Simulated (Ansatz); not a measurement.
La in several cubic structure types, each at its own equilibrium volume.

Computed with Ansatz, PBE, plane waves, PAW datasets (generated soft set 1).

Settings: cutoff 420 eV; no spin polarisation; Fermi–Dirac smearing of 0.0612 eV; k-meshes 36³ (bcc), 36³ (fcc).

Q: Rank the structures by energy per atom, lowest first.
A. fcc
B. bcc

A: A (0.0 meV/atom), B (118 meV/atom).

Q: Give the equilibrium volume and bulk modulus of each.

A: 
| structure | V₀ (Å³/atom) | B₀ (GPa) |
| --- | --- | --- |
| bcc | 37.78 | 26 |
| fcc | 36.90 | 25 |

Only these cubic types are compared here; the real ground state can be another structure or magnetic.

Model structures, not the usual forms at ambient conditions (metastable or hypothetical): La (bcc type), La (fcc type).
